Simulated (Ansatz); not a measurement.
SrTiO3 (I4/mcm) from a database of computed structures: a relaxation of cell and atoms in Ansatz (PBEsol). It starts from the PBE minimum.

Input file:
```yaml
crystal:
  lattice:
    - [-2.777684007, 2.777684007, 3.9463272195]
    - [2.777684007, -2.777684007, 3.9463272195]
    - [2.777684007, 2.777684007, -3.9463272195]
  atoms:
    - { symbol: Sr, position: [0.75, 0.25, 0.5] }
    - { symbol: Sr, position: [0.25, 0.75, 0.5] }
    - { symbol: Ti, position: [0.0, 0.0, 0.0] }
    - { symbol: Ti, position: [0.5, 0.5, 0.0] }
    - { symbol: O, position: [0.7717207918, 0.2717207918, 0.0434415835] }
    - { symbol: O, position: [0.2717207918, 0.2282792082, 0.5] }
    - { symbol: O, position: [0.7282792082, 0.7717207918, 0.5] }
    - { symbol: O, position: [0.2282792082, 0.7282792082, 0.9565584165] }
    - { symbol: O, position: [0.75, 0.75, 0.0] }
    - { symbol: O, position: [0.25, 0.25, 0.0] }
kpoints:
  mp_grid: { grid: [6, 6, 6] }
hamiltonian:
  xc: pbesol
scf:
  occupations: { method: fermi_dirac, width: 0.02 }
relax:
  f_tol: 0.005
  cell: {}
```

Run as `ansatz run input.yaml --threads 2 --pin off --max-ram 29491MiB --backend cpu --events-out ev --progress --plain --runs-dir out`.

Question: What wall time did it need on 2 threads of AMD EPYC 7R13 Processor (Zen 3) (shared host), load about 1.5 per core, and what peak of host memory did it reach?

Answer: About 37 s, with a peak of 0.54 GiB.

Question: Predict the output.

Answer: The log, with set-up remarks and timings taken out:
```
Functional definition: PBEsol
Crystal: 10 atoms, lattice volume = 121.792 Å³
Basis set: ecut = 420 eV, 2421 PW (Γ)
Bands: 50, of which v1, the nominal top of the filled ones, is band 40 counted from 1 (39 counted from 0)
Symmetry: 16 space group operations
Space group: I4/mcm (ITA 140)
k-points: 30 of 216
SCF 1 converged in 7 iterations: F = -15314.418886 eV  dr2 = 1.49e-8
relax step 1: F+E_penalty+E_count = -15314.41888565 eV  max|allowed force component| = 6.056e-3 eV/Å  Δτ_max = 0.0000 Å  P = -6.015 GPa  Ω = 121.792 Å³
SCF 2 converged in 6 iterations: F = -15314.513082 eV  dr2 = 9.23e-9
relax step 2: F+E_penalty+E_count = -15314.51308154 eV  max|allowed force component| = 4.462e-3 eV/Å  Δτ_max = 0.0111 Å  P = -0.142 GPa  Ω = 117.807 Å³
SCF 3 converged in 6 iterations: F = -15314.513584 eV  dr2 = 5.28e-11
relax step 3: F+E_penalty+E_count = -15314.51358357 eV  max|allowed force component| = 4.311e-3 eV/Å  Δτ_max = 0.0017 Å  P = +0.019 GPa  Ω = 117.703 Å³
SCF 4 converged in 6 iterations: F = -15314.513746 eV  dr2 = 8.64e-11
relax step 4: F+E_penalty+E_count = -15314.51374644 eV  max|allowed force component| = 3.197e-3 eV/Å  Δτ_max = 0.0028 Å  P = +0.050 GPa  Ω = 117.677 Å³
SCF 5 converged in 6 iterations: F = -15314.513739 eV  dr2 = 5.88e-10
relax step 5: F+E_penalty+E_count = -15314.51373888 eV  max|allowed force component| = 4.019e-4 eV/Å  Δτ_max = 0.0054 Å  P = -0.000 GPa  Ω = 117.693 Å³
SCF 6 converged in 6 iterations: F = -15314.500312 eV  dr2 = 1.15e-11
relax step 6: F+E_penalty+E_count = -15314.50031178 eV  max|allowed force component| = 3.096e-4 eV/Å  Δτ_max = 0.0000 Å  P = -0.205 GPa  Ω = 117.693 Å³  (SCF on a basis re-selected at this cell)
SCF 7 converged in 6 iterations: F = -15314.500920 eV  dr2 = 4.13e-11
relax step 7: F+E_penalty+E_count = -15314.50091966 eV  max|allowed force component| = 1.484e-4 eV/Å  Δτ_max = 0.0016 Å  P = -0.002 GPa  Ω = 117.563 Å³
SCF 8 converged in 8 iterations: F = -15314.500266 eV  dr2 = 6.94e-15
relax step 8: F+E_penalty+E_count = -15314.50026557 eV  max|allowed force component| = 1.433e-4 eV/Å  Δτ_max = 0.0000 Å  P = -0.007 GPa  Ω = 117.563 Å³  (SCF on a basis re-selected at this cell)
Free energy (F): -15314.500266 eV
Fermi energy:    10.906097 eV
--- Stress (GPa, compression-positive) ---
       -0.006354       0.000000       0.000000
        0.000000      -0.006354       0.000000
        0.000000       0.000000      -0.007694
  P = ⅓ Tr σ = -0.0068 GPa (-0.068 kbar)
--- Relaxed structure (6 steps of the walk, 6 accepted, 2 SCFs on fresh bases) ---
  F+E_penalty+E_count = -15314.50026557 eV   max|allowed force component| = 1.433e-4 eV/Å
  cell:  # Å, volume = 117.5632 Å³
    - [-2.743676, 2.743676, 3.904324]
    - [2.743676, -2.743676, 3.904324]
    - [2.743676, 2.743676, -3.904324]
  atoms:
    - { symbol: Sr, position: [0.750000, 0.250000, 0.500000] }
    - { symbol: Sr, position: [0.250000, 0.750000, 0.500000] }
    - { symbol: Ti, position: [0.000000, 0.000000, 0.000000] }
    - { symbol: Ti, position: [0.500000, 0.500000, 0.000000] }
    - { symbol: O, position: [0.774599, 0.274599, 0.049197] }
    - { symbol: O, position: [0.274599, 0.225401, 0.500000] }
    - { symbol: O, position: [0.725401, 0.774599, 0.500000] }
    - { symbol: O, position: [0.225401, 0.725401, 0.950803] }
    - { symbol: O, position: [0.750000, 0.750000, 0.000000] }
    - { symbol: O, position: [0.250000, 0.250000, 0.000000] }
```
Iteration counts and the last digits belong to this one run.

In 6 steps the volume changed by -3.5 %; between the first SCF and the last, each on a basis chosen for its cell, the energy fell by 8.1 meV an atom. Final cell: the symmetry is I4/mcm (No. 140, tetragonal); conventional cell a = 5.487 Å, c = 7.809 Å, 11.76 Å³ an atom. Sr is surrounded by 12 O at 2.62–2.89 Å; Ti is surrounded by 6 O at 1.95 Å; O is surrounded by 2 Ti at 1.95 Å and 4 Sr at 2.62–2.89 Å; O is surrounded by 2 Ti at 1.95 Å and 4 Sr at 2.74 Å.

Calculated for a static, non-magnetic cell.
